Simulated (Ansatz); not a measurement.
# InP (F-43m) in Ansatz: further runs

Runs on InP. Level: r2SCAN50. Tasks: band structure, single point, equation of state.

Everything below comes from runs of Ansatz 0.2.0. Logs are shortened: lines on timing, memory, paths and dates and some standing lists are left out, and cuts for length are marked.

**What was measured.**

From a printed reference work, data compilation, for a bulk crystal of InP at 1.6 K: band gap 1.4236 eV (direct).

How close the calculation comes is told below.

### Step 1. The structure

Symmetry: F-43m, No. 216, cubic system. The conventional cell has a = 5.861 Å, b = 5.861 Å, c = 5.861 Å, α = 90.00°, β = 90.00°, γ = 90.00°. In (site symmetry -43m) is surrounded by 4 P at 2.54 Å. P (site symmetry -43m) is surrounded by 4 In at 2.54 Å.

### Step 2. Band structure, r2SCAN50

input.yaml

```yaml
crystal:
  lattice:
    - [0.0, 2.9305, 2.9305]
    - [2.9305, 0.0, 2.9305]
    - [2.9305, 2.9305, 0.0]
  atoms:
    - { symbol: In, position: [0.0, 0.0, 0.0] }
    - { symbol: P, position: [0.75, 0.75, 0.75] }
hamiltonian:
  xc: r2scan50
  pseudopotentials: { kind: paw }
kpoints:
  mp_grid: { grid: [5, 5, 5] }
  band_path:
    path:
      - [[0.0, 0.0, 0.0], [0.5, 0.0, 0.5], [0.5, 0.25, 0.75], [0.375, 0.375, 0.75], [0.0, 0.0, 0.0], [0.5, 0.5, 0.5], [0.625, 0.25, 0.625], [0.5, 0.25, 0.75], [0.5, 0.5, 0.5], [0.375, 0.375, 0.75]]
      - [[0.625, 0.25, 0.625], [0.5, 0.0, 0.5]]
    npoints: 4
scf:
  occupations: { method: fermi_dirac, width: 0.05 }
  n_extra_bands: 6
output:
  forces: true
  stress: true
  eigenvalues: true
  fatbands: false
```

Potentials or basis: Ansatz PAW.

Launch:

```sh
ansatz run input.yaml --threads 2 --pin off --max-ram 5632MiB --backend cpu --events-out ev --progress --plain --runs-dir out
```

Standard output:

```text
Warning: output.stress: scf.convergence.dr2_threshold = 1e-7 eV (the SCF's general default) is looser than the 2e-10 eV advised for a printed stress (1e-10 eV for each atom of the cell: 2). What an SCF threshold leaves in a stress goes as its square root, and in the free energy as the threshold itself, and one threshold admits the most on a small cell: of the crystals measured, under no hybrid functional and no lock of the moments, on runs that ended without the residual-converged pass, on stresses that held no estimate of that error, the worst erred by over 100 MPa in a component at 1e-7 eV an atom and by under 5 at 1e-10. Set scf.convergence.dr2_threshold to 2e-10 eV or tighter. The threshold is an SCF's pass mark: one that does not reach it within its budget of iterations ends unconverged, or closes short of it on a stop that the run arms, and scf.convergence.dr2_threshold's page says what that costs each kind of run
Warning: output.stress: scf.exx.energy_threshold = 1e-6 eV is looser than the 2e-8 eV advised for a stress under a hybrid functional (1e-8 eV for each atom of the cell: 2). Every SCF of the exchange loop can meet its threshold on dr2 while the loop round them stops early: no threshold on dr2 bounds what that leaves in the stress. Set scf.exx.energy_threshold to 2e-8 eV or tighter. The threshold is the loop's pass mark: a loop that does not reach it within its budget of cycles ends unconverged, and scf.exx.energy_threshold's page has the law
Warning: RAYON_NUM_THREADS=2 ignored (pool sized by the plan → 2); use --threads N
scf.n_extra_bands = 6 over 9 filled bands (N_el = 18.0): the run solves 15 bands
Engine: ansatz 0.2.0, x86_64-unknown-linux-gnu
Pseudopotentials: kind: paw
Pseudopotential: In, paw, valence charge 13, recommended cutoff 500 eV (meta_gga), In.paw.azcp
Pseudopotential: P, paw, valence charge 5, recommended cutoff 500 eV (meta_gga), P.paw.azcp
Functional definition: r2SCAN50
  parameter a = 0.5
  parameter k0 = 0.174
  parameter k1 = 0.065
  parameter a1 = 4.9479
  exchange = (1 - a)*r2scan_x(k0 = k0, k1 = k1, a1 = a1) + a*exact_x
  correlation = r2scan_c
Crystal: 2 atoms, lattice volume = 50.333 Å³
Basis set: ecut = 500 eV, 1243 PW (Γ), exchange–correlation on 128×128×128 points (64 copies of the dense FFT grid, shifted against one another)
Bands: 15, of which v1, the nominal top of the filled ones, is band 9 counted from 1 (8 counted from 0)
Symmetry: 24 space group operations
Space group: F-43m (ITA 216), of the structure as read, at distance tolerance 3.7e-5 Å
k-points: 10 of 125 (time reversal used)
Non-local potential: In, projectors of the file, l = 0: 2, l = 1: 2, l = 2: 2, l = 3: 2
Non-local potential: P, projectors of the file, l = 0: 2, l = 1: 2, l = 2: 2
PAW form: soft (Blöchl's): semilocal exchange-correlation on the pseudo side does not see the compensation charge
PAW frozen core: In, regenerated for the run's functional, and the local potential with it (the file was generated under x = pbe(κ = 0.804, μ = 0.2195149727645171), c = pbe(β = 0.06672455060314922))
PAW frozen core: P, regenerated for the run's functional, and the local potential with it (the file was generated under x = pbe(κ = 0.804, μ = 0.2195149727645171), c = pbe(β = 0.06672455060314922))
PAW one-centre angular grid: In, 590 points (default); XC on 289 of its mesh's 2783 points in the sphere
PAW one-centre angular grid: P, 302 points (default); XC on 160 Gauss nodes
Initial density: superposition of atomic densities (neutral atoms: chi_scale 0, normalization atom), corrected by the library's trained network
Initial wavefunctions: pseudopotential atomic-orbital guess
Functional: x = r2scan, c = r2scan; τ floored in thin density (d = 2e-4 eV/Å³), warm-up for x = 0.5 r2scan + 0.5 exact, c = r2scan; τ floored in thin density (d = 2e-4 eV/Å³)
SCF iter   1: F=—  HF=-6371.689853 eV  |F-HF|=—  |Δ(HF+E_count)|=         —  Δρ=7.16e-3  dr2=1.85e-2  dr2_τ=1.11e-2  ethr=1.77e-3  ⟨swp⟩=11.8  Hψ=801  notcnv=0
[... 23 lines left out ...]
preconditioner: auto → none  [insulator: Δε(μ)=3.715 eV  Ē_g=22.272 eV  σ=0.050 eV  W_gap=1.00  n_scr=14 (ndim 8)  ℏωp=22.2 eV  f_vac=0.015  D(μ)=0.00/eV (n_scr^D=0)]
SCF iter   2: F=—  HF=-6371.063807 eV  |F-HF|=—  |Δ(HF+E_count)|=   3.24e-6  Δρ=6.41e-5  dr2=2.37e-6  dr2_τ=3.04e-8  ethr=2.35e-8  ⟨swp⟩=3.1  Hψ=330  notcnv=0
SCF iter   3: F=—  HF=-6371.063807 eV  |F-HF|=—  |Δ(HF+E_count)|=   3.99e-7  Δρ=3.50e-5  dr2=1.43e-6  dr2_τ=3.81e-8  ethr=1.25e-8  ⟨swp⟩=3.1  Hψ=281  notcnv=0
SCF iter   4: F=—  HF=-6371.063806 eV  |F-HF|=—  |Δ(HF+E_count)|=   3.38e-7  Δρ=1.55e-5  dr2=2.40e-7  dr2_τ=1.02e-9  ethr=5.92e-9  ⟨swp⟩=2.3  Hψ=247  notcnv=0
SCF iter   5: F=-6371.063806 eV  HF=-6371.063806 eV  |F-HF|=4.38e-9  |Δ(HF+E_count)|=   7.52e-8  Δρ=4.04e-6  dr2=6.40e-9  dr2_τ=2.06e-10  ethr=1.07e-9  ⟨swp⟩=3.6  Hψ=317  notcnv=0  defer=1
SCF 3 converged in 5 iterations: F = -6371.063806 eV  dr2 = 6.40e-9
  Residual-converged pass: ⟨swp⟩=3.2  Hψ=334  notcnv=0  max |occ|·‖R‖ = 2.4e-6 eV (tolerance 2.4e-6 eV)  dr2=5.86e-9  dr2_τ=2.06e-10  dr2_onsite=1.21e-9  max |Δocc| = 3.4e-24
hybrid outer 2: dexx = +4.842e-6 eV, tail = 6.12e-8 eV, Δε = 4.00e-3 eV (about 1.72e-4 eV left of the loop's levels)
NSCF: frozen V_eff on 42 k-points
hybrid SCF converged: 2 outer / 10 inner (+4 warm-up), last move |dexx| = 4.84e-6 eV, tail = 6.12e-8 eV
Stability not checked: this state was not tested for a lower state beside it, because the functional holds exact exchange (a hybrid, or Hartree-Fock), whose exchange loop this test does not read (fock_operator; see scf.lower_state_search)
Free energy (F): -6371.063806 eV
Frozen-core exchange: fock
Harris-Foulkes:  -6371.063806 eV  (|F-HF|=4.38e-9)
Internal energy: -6371.063806 eV  (E = F + TS)
E sigma→0 (E₀):  -6371.063806 eV
Fermi energy:    7.313066 eV
--- Per-component energies (eV) ---
  E_band       = -127.068040
  E_kinetic    = 314.268094
  E_local      = -1399.863666  (includes V_loc(G=0)·N_el)
  E_nonlocal   = 400.169628
  E_hartree    = 555.100007
  E_xc         = -142.384023
  E_vxc        = -91.520160  (∫ρ·V_xc dr)
  E_exx        = -96.072219  (= α·E_x^exact, valence–valence)
  E_paw        = -4782.737252  (= ΣΔE_a)
  E_vpaw       = -271.801136  (= ΣTr[D̂ρ^β])
  E_aug_tail   = 0.000009  (compensation charges beyond the density's cutoff)
  E_vtau       = 3.625267  (kinetic-family band-sum trace: ∫τ·v_τ [+ j·A + Jᵃ·Aᵃ] dr)
  E_ewald      = -1220.708286
  E_core_change = 1.163908  (= ΣΔE_core)
  E_smearing   = -0.000000  (= −TS)
  E_closure    = -0.000007  (closes the sum)
  Σ components = -6371.063806   (vs F -6371.063806, Δ=9.09e-13)
--- Forces (eV/Å), atoms counted from 1 ---
  atom   1  In    -0.00000000     0.00000000     0.00000000
  atom   2  P      0.00000000    -0.00000000    -0.00000000
  max |Σ_I F_I| component: 1.11e-16 eV/Å
--- Stress (GPa, compression-positive) ---
       -0.649156       0.000000      -0.000000
       -0.000000      -0.649156       0.000000
       -0.000000       0.000000      -0.649156
  P = ⅓ Tr σ = -0.6492 GPa (-6.492 kbar)
--- Band table (eV; the first three rows and the last of 10) ---
  k-point 0: bands = ["-12.6286", "-12.6286", "-12.6286", "-12.4440", "-12.4440", "-8.7872", "5.4275", "5.4275", "5.4275", "9.1436", "12.6459", "12.6459", "12.6459", "17.5246", "18.5351"]
  k-point 1: bands = ["-12.6660", "-12.6111", "-12.6111", "-12.4436", "-12.4436", "-8.2603", "2.3288", "4.9430", "4.9430", "10.2826", "13.3115", "13.3115", "13.4621", "17.4289", "17.4289"]
  k-point 2: bands = ["-12.7233", "-12.5886", "-12.5886", "-12.4365", "-12.4365", "-7.0435", "-0.9672", "4.3260", "4.3260", "9.9453", "13.4648", "13.4648", "15.6934", "18.0324", "18.9929"]
  k-point 9: bands = ["-12.7632", "-12.5647", "-12.5366", "-12.4665", "-12.4297", "-6.1676", "-1.0276", "1.7062", "2.7032", "12.2839", "12.8664", "13.7693", "16.8241", "18.0778", "19.9338"]
```

bands.tsv:

```text
# k_distance	band_0	band_1	band_2	band_3	band_4	band_5	band_6	band_7	band_8	band_9	band_10	band_11	band_12	band_13	band_14
# fermi_ev = 7.313032
[... 56 lines left out ...]
6.502570	-20.087756	-19.861913	-19.848852	-19.785542	-19.739241	-13.278459	-8.614107	-5.942176	-4.272607	3.267311	5.795445	9.229707	9.368883	10.171094	11.763982
6.597326	-20.098289	-19.852214	-19.842313	-19.794157	-19.733701	-13.243756	-8.694562	-5.639619	-4.468073	3.045752	4.812347	9.787646	10.053577	10.857700	12.354877
6.692081	-20.107356	-19.843154	-19.837539	-19.801332	-19.729181	-13.247186	-8.758296	-5.234577	-4.612325	2.837297	3.943472	10.409615	10.778806	11.527484	12.841593
6.786836	-20.113573	-19.836342	-19.834645	-19.806405	-19.726225	-13.260643	-8.801233	-4.876403	-4.700734	2.611561	3.408565	11.012468	11.501978	11.934173	13.028328
6.881591	-20.115793	-19.833677	-19.833677	-19.808372	-19.725199	-13.266997	-8.816444	-4.730517	-4.730517	2.484957	3.256004	11.351381	11.951633	11.951633	12.838730
```

Run time: 2.9 min. Hardware: 2 threads of Intel Xeon at 2.60GHz (Ice Lake), shared host; peak memory 1.2 GiB.

Results:

```yaml
Free_energy: -6371.0638 eV
Pressure: -0.6 GPa
Band_gap_on_the_k_mesh: 3.72 eV, direct
Band_gap_along_the_path: 3.72 eV, direct
```

Levels at the corners of the path, in eV from the valence-band top:
```
point  band 6  band 7  band 8  band 9  band 10  band 11  band 12  band 13
    Γ  -14.21    0.00    0.00    0.00     3.72     7.22     7.22     7.22
    X  -11.38   -6.93   -2.85   -2.85     4.37     5.14    13.24    13.84
    W  -11.29   -6.70   -3.64   -3.53     7.26     7.97     8.97     9.35
    K  -11.39   -6.73   -4.06   -2.39     5.15     7.68    11.12    11.25
    Γ  -14.21    0.00    0.00    0.00     3.72     7.22     7.22     7.22
    L  -12.17   -6.98   -1.18   -1.18     4.45     7.98     7.98    10.44
    U  -11.39   -6.73   -4.06   -2.39     5.15     7.68    11.12    11.25
    W  -11.29   -6.70   -3.64   -3.53     7.26     7.97     8.97     9.35
    L  -12.17   -6.98   -1.18   -1.18     4.45     7.98     7.98    10.44
    K  -11.39   -6.73   -4.06   -2.39     5.15     7.68    11.12    11.25
    U  -11.39   -6.73   -4.06   -2.39     5.15     7.68    11.12    11.25
    X  -11.38   -6.93   -2.85   -2.85     4.37     5.14    13.24    13.84
```

Caveat: spin-orbit coupling is left out, which moves the levels of the heavy elements; the PAW data sets come from PBE, with cores solved anew for the run's functional, which leaves a small shift of forces and pressure; the thresholds are loose for stress.

### Step 3. Single point, r2SCAN50, 23.66 Å³/atom (volume scaled by 0.94)

input.yaml

```yaml
crystal:
  lattice:
    - [0.0, 2.8706770916, 2.8706770916]
    - [2.8706770916, 0.0, 2.8706770916]
    - [2.8706770916, 2.8706770916, 0.0]
  atoms:
    - { symbol: In, position: [0.0, 0.0, 0.0] }
    - { symbol: P, position: [0.75, 0.75, 0.75] }
hamiltonian:
  xc: r2scan50
  pseudopotentials: { kind: paw }
kpoints:
  mp_grid: { grid: [4, 4, 4] }
scf:
  occupations: { method: fermi_dirac, width: 0.05 }
output:
  forces: true
  stress: true
  eigenvalues: true
```

Potentials or basis: Ansatz PAW.

Launch:

```sh
ansatz run input.yaml --threads 2 --pin off --max-ram 5632MiB --backend cpu --events-out ev --progress --plain --runs-dir out
```

Wall time 12 s (2 threads of Intel Xeon at 2.60GHz (Ice Lake), shared host); peak memory 0.86 GiB.

The run converged. Its results:

- Free energy: -6370.9659 eV
- Pressure: 5.1 GPa
- Band gap on the k mesh: 4.24 eV, direct

Caveat: the k mesh is coarse (spacing up to 0.47 Å⁻¹), so the values aren't converged, least of all with exact exchange; spin-orbit coupling is left out, which moves the levels of the heavy elements; the PAW data sets come from PBE, with cores solved anew for the run's functional, which leaves a small shift of forces and pressure; the thresholds are loose for stress.

### Step 4. Single point, r2SCAN50, 24.16 Å³/atom (volume scaled by 0.96)

input.yaml: that of step 3 with these lines changed.

```diff
@@ -2,5 +2,5 @@
   lattice:
-    - [0.0, 2.8706770916, 2.8706770916]
-    - [2.8706770916, 0.0, 2.8706770916]
-    - [2.8706770916, 2.8706770916, 0.0]
+    - [0.0, 2.8908937935, 2.8908937935]
+    - [2.8908937935, 0.0, 2.8908937935]
+    - [2.8908937935, 2.8908937935, 0.0]
   atoms:
```

Launch:

```sh
ansatz run input.yaml --threads 2 --pin off --max-ram 5632MiB --backend cpu --events-out ev --progress --plain --runs-dir out
```

Run time: 12 s. Hardware: 2 threads of Intel Xeon at 2.60GHz (Ice Lake), shared host; peak memory 0.86 GiB.

It converged, with:

```yaml
Free_energy: -6370.9914 eV
Pressure: 3.0 GPa
Band_gap_on_the_k_mesh: 4.09 eV, direct
```

Caveat: the k mesh is coarse (spacing up to 0.47 Å⁻¹), so the values aren't converged, least of all with exact exchange; spin-orbit coupling is left out, which moves the levels of the heavy elements; the PAW data sets come from PBE, with cores solved anew for the run's functional, which leaves a small shift of forces and pressure; the thresholds are loose for stress.

### Step 5. Single point, r2SCAN50, 24.66 Å³/atom (volume scaled by 0.98)

input.yaml: that of step 4 with these lines changed.

```diff
@@ -2,5 +2,5 @@
   lattice:
-    - [0.0, 2.8908937935, 2.8908937935]
-    - [2.8908937935, 0.0, 2.8908937935]
-    - [2.8908937935, 2.8908937935, 0.0]
+    - [0.0, 2.9108316221, 2.9108316221]
+    - [2.9108316221, 0.0, 2.9108316221]
+    - [2.9108316221, 2.9108316221, 0.0]
   atoms:
@@ -19 +19,5 @@
   eigenvalues: true
+  write_density: true
+  write_potential: true
+  elf: true
+  volumetric_format: npy
```

Launch:

```sh
ansatz run input.yaml --threads 2 --pin off --max-ram 5632MiB --backend cpu --events-out ev --progress --plain --runs-dir out
```

It took 12 s on 2 threads of Intel Xeon at 2.60GHz (Ice Lake), shared host; peak memory 0.88 GiB.

It converged, with:

* Free energy: -6371.0046 eV
* Pressure: 1.2 GPa
* Band gap on the k mesh: 3.95 eV, direct

Caveat: the k mesh is coarse (spacing up to 0.47 Å⁻¹), so the values aren't converged, least of all with exact exchange; spin-orbit coupling is left out, which moves the levels of the heavy elements; the PAW data sets come from PBE, with cores solved anew for the run's functional, which leaves a small shift of forces and pressure; the thresholds are loose for stress.

### Step 6. Single point, r2SCAN50, 25.17 Å³/atom

input.yaml

```yaml
crystal:
  lattice:
    - [0.0, 2.9305, 2.9305]
    - [2.9305, 0.0, 2.9305]
    - [2.9305, 2.9305, 0.0]
  atoms:
    - { symbol: In, position: [0.0, 0.0, 0.0] }
    - { symbol: P, position: [0.75, 0.75, 0.75] }
hamiltonian:
  xc: r2scan50
  pseudopotentials: { kind: paw }
kpoints:
  mp_grid: { grid: [4, 4, 4] }
scf:
  occupations: { method: fermi_dirac, width: 0.05 }
output:
  forces: true
  stress: true
  eigenvalues: true
```

Potentials or basis: Ansatz PAW.

Launch:

```sh
ansatz run input.yaml --threads 2 --pin off --max-ram 5632MiB --backend cpu --events-out ev --progress --plain --runs-dir out
```

Wall time 13 s (2 threads of Intel Xeon at 2.60GHz (Ice Lake), shared host); peak memory 0.88 GiB.

The run converged. Its results:

```yaml
Free_energy: -6371.0068 eV
Pressure: -0.5 GPa
Band_gap_on_the_k_mesh: 3.81 eV, direct
```

Caveat: the k mesh is coarse (spacing up to 0.46 Å⁻¹), so the values aren't converged, least of all with exact exchange; spin-orbit coupling is left out, which moves the levels of the heavy elements; the PAW data sets come from PBE, with cores solved anew for the run's functional, which leaves a small shift of forces and pressure; the thresholds are loose for stress.

### Step 7. Single point, r2SCAN50, 25.67 Å³/atom (volume scaled by 1.02)

input.yaml: that of step 6 with these lines changed.

```diff
@@ -2,5 +2,5 @@
   lattice:
-    - [0.0, 2.9305, 2.9305]
-    - [2.9305, 0.0, 2.9305]
-    - [2.9305, 2.9305, 0.0]
+    - [0.0, 2.9499078504, 2.9499078504]
+    - [2.9499078504, 0.0, 2.9499078504]
+    - [2.9499078504, 2.9499078504, 0.0]
   atoms:
@@ -19 +19,5 @@
   eigenvalues: true
+  write_density: true
+  write_potential: true
+  elf: true
+  volumetric_format: npy
```

Launch:

```sh
ansatz run input.yaml --threads 2 --pin off --max-ram 5632MiB --backend cpu --events-out ev --progress --plain --runs-dir out
```

It took 13 s on 2 threads of Intel Xeon at 2.60GHz (Ice Lake), shared host; peak memory 0.9 GiB.

It converged, with:

```yaml
Free_energy: -6370.9990 eV
Pressure: -2.0 GPa
Band_gap_on_the_k_mesh: 3.67 eV, direct
```

Caveat: the k mesh is coarse (spacing up to 0.46 Å⁻¹), so the values aren't converged, least of all with exact exchange; spin-orbit coupling is left out, which moves the levels of the heavy elements; the PAW data sets come from PBE, with cores solved anew for the run's functional, which leaves a small shift of forces and pressure; the thresholds are loose for stress.

### Step 8. Single point, r2SCAN50, 26.17 Å³/atom (volume scaled by 1.04)

input.yaml: that of step 7 with these lines changed.

```diff
@@ -2,5 +2,5 @@
   lattice:
-    - [0.0, 2.9499078504, 2.9499078504]
-    - [2.9499078504, 0.0, 2.9499078504]
-    - [2.9499078504, 2.9499078504, 0.0]
+    - [0.0, 2.9690636329, 2.9690636329]
+    - [2.9690636329, 0.0, 2.9690636329]
+    - [2.9690636329, 2.9690636329, 0.0]
   atoms:
```

Launch:

```sh
ansatz run input.yaml --threads 2 --pin off --max-ram 5632MiB --backend cpu --events-out ev --progress --plain --runs-dir out
```

It took 14 s on 2 threads of Intel Xeon at 2.60GHz (Ice Lake), shared host; peak memory 0.91 GiB.

The run converged. Its results:

```
Free energy            : -6370.9823 eV
Pressure               : -3.3 GPa
Band gap on the k mesh : 3.53 eV, direct
```

Caveat: the k mesh is coarse (spacing up to 0.46 Å⁻¹), so the values aren't converged, least of all with exact exchange; spin-orbit coupling is left out, which moves the levels of the heavy elements; the PAW data sets come from PBE, with cores solved anew for the run's functional, which leaves a small shift of forces and pressure; the thresholds are loose for stress.

### Step 9. Single point, r2SCAN50, 26.68 Å³/atom (volume scaled by 1.06)

input.yaml

```yaml
crystal:
  lattice:
    - [0.0, 2.9879753761, 2.9879753761]
    - [2.9879753761, 0.0, 2.9879753761]
    - [2.9879753761, 2.9879753761, 0.0]
  atoms:
    - { symbol: In, position: [0.0, 0.0, 0.0] }
    - { symbol: P, position: [0.75, 0.75, 0.75] }
hamiltonian:
  xc: r2scan50
  pseudopotentials: { kind: paw }
kpoints:
  mp_grid: { grid: [4, 4, 4] }
scf:
  occupations: { method: fermi_dirac, width: 0.05 }
output:
  forces: true
  stress: true
  eigenvalues: true
```

Potentials or basis: Ansatz PAW.

Launch:

```sh
ansatz run input.yaml --threads 2 --pin off --max-ram 5632MiB --backend cpu --events-out ev --progress --plain --runs-dir out
```

Run time: 13 s. Hardware: 2 threads of Intel Xeon at 2.60GHz (Ice Lake), shared host; peak memory 0.91 GiB.

The run converged. Its results:

```
Free energy            : -6370.9576 eV
Pressure               : -4.5 GPa
Band gap on the k mesh : 3.40 eV, direct
```

Caveat: the k mesh is coarse (spacing up to 0.46 Å⁻¹), so the values aren't converged, least of all with exact exchange; spin-orbit coupling is left out, which moves the levels of the heavy elements; the PAW data sets come from PBE, with cores solved anew for the run's functional, which leaves a small shift of forces and pressure; the thresholds are loose for stress.

### Step 10. Equation of state, r2SCAN50

This step only gathers the single runs of the series.

Results:

- Equilibrium volume: 25.02 Å³/atom
- Bulk modulus: 81 GPa
- Pressure derivative of the bulk modulus: 4.3

Energy against volume, from the lowest point:
```csv
volume (Å³/atom),energy (meV/atom)
23.657,20.46
24.160,7.70
24.663,1.09
25.167,0.00
25.670,3.88
26.173,12.24
26.677,24.61
```

Caveat: the k mesh is coarse (spacing up to 0.46 Å⁻¹), so the values aren't converged, least of all with exact exchange; the PAW data sets were made with another functional, which shifts forces and pressure a little.

### Step 11. How close it comes

Step 2. Measured gap of InP: 1.4236 eV (direct; 1.6 K; a printed reference work, data compilation). This calculation gives 3.72 eV (+2.29 eV). So large a miss can be the level of theory's own, or it may mean another phase, state or a wrong row. Spin-orbit coupling on In is left out. The value is that of r2SCAN50, without temperature or zero-point motion.
